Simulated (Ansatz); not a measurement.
NaCl: phonons with PBEsol

Crystal: NaCl.

```
Cl Na
1.0
     3.50219    0.00000    0.00000
     0.00000    3.50219    0.00000
     0.00000    0.00000    3.50219
Cl Na
1 1
Cartesian
  1.7511 1.7511 1.7511
  0.0000 0.0000 0.0000
```

Measurements of this composition are mostly on another form, of space group No. 225.

- Program: Ansatz 0.2.0
- Task: phonons
- Functional: PBEsol
- Potentials or basis: Ansatz PAW
- Cutoff: 420 eV (not typed: the program's choice for these potentials)
- k mesh: 6 × 6 × 6
- Occupations: fixed
- Spin: no spin polarisation
- q mesh: 2 × 2 × 2
- Path: [["G", "X", "M", "G", "R", "X"], ["M", "R"]]
- Points for each segment of the path: 8

```yaml
Band_gap_on_the_k_mesh: 3.84 eV, indirect (least direct gap 4.34 eV)
Electronic_dielectric_tensor_diagonal: 2.75
Born_charges_mean_of_the_diagonal: Cl -1.19; Na +1.19 e
Highest_phonon_frequency_LO-TO_splitting_left_out: 210 cm⁻¹
Most_unstable_mode: 78i cm⁻¹
Static_dielectric_tensor_diagonal: 23.94
```

Levels at points of the mesh, in eV from the valence-band top:
```tsv
k point	band 4	band 5	band 6	band 7	band 8	band 9	band 10	band 11	band 12
(0.00, 0.00, 0.00)	-21.89	-13.37	-0.50	-0.50	-0.50	3.84	8.35	8.35	15.50
(0.00, 0.00, -0.50)	-21.88	-13.01	-3.00	-0.26	-0.26	6.73	8.49	10.25	11.63
(0.00, -0.50, -0.50)	-21.88	-12.74	-2.31	-2.31	0.00	5.41	9.66	10.87	10.87
(-0.50, 0.00, 0.00)	-21.88	-13.01	-3.00	-0.26	-0.26	6.73	8.49	10.25	11.63
(-0.50, 0.00, -0.50)	-21.88	-12.74	-2.31	-2.31	0.00	5.41	9.66	10.87	10.87
(-0.50, -0.50, -0.50)	-21.92	-12.46	-1.88	-1.88	-1.88	6.93	6.93	6.93	11.68
```

Phonon frequencies in cm⁻¹ (negative: imaginary):
| q point | frequencies |
| --- | --- |
| (0.000, 0.000, 0.000) | 0 0 0 74 74 74 |
| (0.000, 0.000, -0.500) | -44 -44 51 51 182 210 |
| (0.000, -0.500, -0.500) | -78 34 126 126 162 162 |
| (-0.500, -0.500, -0.500) | 129 129 129 144 144 144 |

Electronic dielectric tensor:
```
2.75 0.00 0.00
0.00 2.75 0.00
0.00 0.00 2.75
```

Born effective charge tensors (e):
atom 1, Cl
```
-1.19  0.00  0.00
 0.00 -1.19  0.00
 0.00  0.00 -1.19
```
atom 2, Na
```
1.19 0.00 0.00
0.00 1.19 0.00
0.00 0.00 1.19
```

Static dielectric tensor, electrons and zone-centre modes:
```
23.94  0.00  0.00
 0.00 23.94  0.00
 0.00  0.00 23.94
```

Run time: 24 s on 2 threads of Intel(R) Xeon(R) Processor @ 2.70GHz (shared host), peak memory 0.48 GiB.

Caveat: some modes are imaginary; the q mesh is small, so phonon branches between its points and thermal values are rough. A k mesh can miss the band edges.
